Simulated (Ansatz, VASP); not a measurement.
**MgO: VASP beside Ansatz**

```
Mg O
1.0
     3.11627    0.00000    0.00000
    -1.55813    2.69877    0.00000
     0.00000    0.00000    7.74703
Mg O
3 3
Direct
  0.00000 0.50000 0.16667
  0.50000 0.50000 0.83333
  0.50000 0.00000 0.50000
  0.50000 0.50000 0.33333
  0.50000 0.00000 0.00000
  0.00000 0.50000 0.66667
```

Alike in both runs: functional PBE; k mesh 6 × 6 × 4; occupations gaussian, width 0.1 eV; no spin polarisation.

Ansatz relaxed the structure, and its values are those at the end. VASP's run is a single point on that final structure, the one shown.

|  | VASP | Ansatz |
| --- | --- | --- |
| version | VASP 6.6.1 | Ansatz 0.2.0 |
| potentials or method | VASP PAW PBE potentials, release 64 (Mg, O) | scalar-relativistic, plane waves, PAW |
| plane-wave cutoff (eV) | 520 | 420 |
| valence electrons in the cell | 24 | 48 |

```tsv
	VASP	Ansatz	Ansatz less VASP
gap on the k mesh at the Fermi level (eV)	3.00	3.03	+0.022
least direct gap on the mesh (eV)	3.00	3.03	+0.022
pressure (GPa)	-0.5	0.0	+0.50
```

The two sets of potentials don't hold the same shells in valence.

A k mesh can miss the band edges. As with any semilocal functional, this PBE gap is likely too small.
